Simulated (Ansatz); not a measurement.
# Ta4N5: the cost of one run

Computed with Ansatz 0.2.0 (DFT r2SCAN, scalar-relativistic, plane waves, PAW, unless a step's input says otherwise).

1 further run of the same task is left out (set aside as unsound or not needed). Runs told in other sessions of the task aren't counted.

## 1. Starting point

It takes space group I4/m (No. 87, tetragonal). Conventional cell: a = 6.865 Å, b = 6.865 Å, c = 4.264 Å, α = 90.00°, β = 90.00°, γ = 90.00°. Ta (site symmetry m) is surrounded by 6 N at 2.07 to 2.21 Å. Around N (site symmetry 4/m) lie 4 Ta at 2.07 Å. Around N (site symmetry m) lie 5 Ta at 2.14 to 2.21 Å.

Structure file:

```cif
data_structure
_symmetry_space_group_name_H-M 'P 1'
_symmetry_Int_Tables_number 1
_cell_length_a 5.3021
_cell_length_b 5.3021
_cell_length_c 5.3021
_cell_angle_alpha 99.304
_cell_angle_beta 99.304
_cell_angle_gamma 132.583
_cell_volume 100.48
loop_
_atom_site_label
_atom_site_type_symbol
_atom_site_fract_x
_atom_site_fract_y
_atom_site_fract_z
_atom_site_occupancy
Ta1 Ta 0.78294 0.60561 0.38854 1
Ta2 Ta 0.39439 0.78294 0.17733 1
Ta3 Ta 0.60561 0.21706 0.82267 1
Ta4 Ta 0.21706 0.39439 0.61146 1
N1 N 0.50000 0.50000 0.00000 1
N2 N 0.90830 0.30852 0.21682 1
N3 N 0.69148 0.90830 0.59978 1
N4 N 0.30852 0.09170 0.40022 1
N5 N 0.09170 0.69148 0.78318 1
```

It goes back to an entry of the Materials Project, which need not be the stable form.

This cell was relaxed beforehand with the same method: volume 11.16 Å³/atom, gap on the mesh none (metal).

## 2. Point at V/V0 = 0.97

input.yaml

```yaml
crystal:
  lattice:
    - [-3.3980283025, 3.3980283025, 2.1103455275]
    - [3.3980283025, -3.3980283025, 2.1103455275]
    - [3.3980283025, 3.3980283025, -2.1103455275]
  atoms:
    - { symbol: Ta, position: [0.7829399314, 0.6056050453, 0.3885449767] }
    - { symbol: Ta, position: [0.3943949547, 0.7829399314, 0.1773348861] }
    - { symbol: Ta, position: [0.6056050453, 0.2170600686, 0.8226651139] }
    - { symbol: Ta, position: [0.2170600686, 0.3943949547, 0.6114550233] }
    - { symbol: "N", position: [0.5, 0.5, 0.0] }
    - { symbol: "N", position: [0.9082991208, 0.3085216554, 0.2168207762] }
    - { symbol: "N", position: [0.6914783446, 0.9082991208, 0.5997774654] }
    - { symbol: "N", position: [0.3085216554, 0.0917008792, 0.4002225346] }
    - { symbol: "N", position: [0.0917008792, 0.6914783446, 0.7831792238] }
basis:
  ecutwfc: 500
kpoints:
  mp_grid: { grid: [10, 10, 10] }
hamiltonian:
  xc: r2scan
scf:
  occupations: { method: gaussian, width: 0.1 }
output:
  forces: true
  stress: true
  eigenvalues: true
relax:
  adjacent_minimum: "off"
  f_tol: 0.01
  max_steps: 30
  cell: { stress_tol: 0.1, fix: [volume] }
```

Started as:

```console
$ ansatz run input.yaml --threads 2 --pin off --max-ram 5120MiB --backend cpu --events-out ev --progress --plain --runs-dir out
```

What time and memory should one allow on 2 threads of AMD EPYC 9R45 (Zen 5), shared host?

About 65 s, with a peak of 1.1 GiB.
